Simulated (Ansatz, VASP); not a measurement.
**KCl: VASP beside Ansatz**

File POSCAR:

```
KCl
1.0
    3.6633128774      0.0000000000      0.0000000000
    0.0000000000      3.6633128774      0.0000000000
    0.0000000000      0.0000000000      3.7711682906
K Cl
1 1
Direct
    0.0000000000      0.0000000000      0.0000000000
    0.5000000000      0.5000000000      0.5000000000
```

Contents of INCAR.step1:

```
SYSTEM = KCl
  ALGO = Normal
  EDIFF = 1E-4
  ENCUT = 520
  GGA = PE
  ISMEAR = 0
  LASPH = .True.
  LCHARG = .False.
  LREAL = .False.
  LWAVE = .True.
  NBANDS = 15
  NELM = 100
  PREC = Accurate
  SIGMA = 0.01
```

The input INCAR.step2:

```
SYSTEM = KCl
  ALGO = Normal
  EDIFF = 1E-7
  ENCUT = 520
  ISIF = 2
  ISMEAR = 0
  ISTART = 1
  LASPH = .True.
  LCHARG = .False.
  LMIXTAU = .True.
  LREAL = .False.
  LWAVE = .False.
  METAGGA = R2SCAN
  NBANDS = 15
  NELM = 100
  PREC = Accurate
  SIGMA = 0.01
```

KPOINTS

```
k-points
0
Gamma
  8 8 8
  0 0 0
```

Input for Ansatz:

```yaml
crystal:
  lattice:
    - [3.6633128774, 0.0, 0.0]
    - [0.0, 3.6633128774, 0.0]
    - [0.0, 0.0, 3.7711682906]
  atoms:
    - { symbol: K, position: [0.0, 0.0, 0.0] }
    - { symbol: Cl, position: [0.5, 0.5, 0.5] }
kpoints:
  mp_grid: { grid: [8, 8, 8] }
  band_path:
    path:
      - [0.0, 0.0, 0.0]
      - [0.0, 0.5, 0.0]
      - [0.5, 0.5, 0.0]
      - [0.5, 0.5, 0.5]
      - [0.0, 0.5, 0.5]
    npoints: 1
hamiltonian:
  xc: r2scan
scf:
  occupations: { method: fixed }
  n_extra_bands: 4
output:
  forces: true
  stress: true
  eigenvalues: true
```

Change from the starting cell: biaxial_xy strain -2.9%.

Alike in both runs: task single point; functional r2SCAN; k mesh 8 × 8 × 8; no spin polarisation.

```csv
,VASP,Ansatz
version,VASP 6.6.1,Ansatz 0.2.0
potentials or method,"VASP PAW PBE potentials, release 64 (K_sv, Cl)","plane waves, PAW"
plane-wave cutoff (eV),520,500
occupations,"gaussian, width 0.01 eV",fixed
valence electrons in the cell,16,16
```

|  | VASP | Ansatz | Ansatz less VASP |
| --- | --- | --- | --- |
| gap on the k mesh at the Fermi level (eV) | 6.03 | 6.02 | -0.007 |
| pressure (GPa) | 1.5 | 1.5 | +0.03 |
| largest component of the traceless stress (GPa) | 0.97 | 0.97 | +0.002 |

Caveats: the PAW data sets were made with another functional, which shifts forces and pressure a little (VASP). A k mesh can miss the band edges.
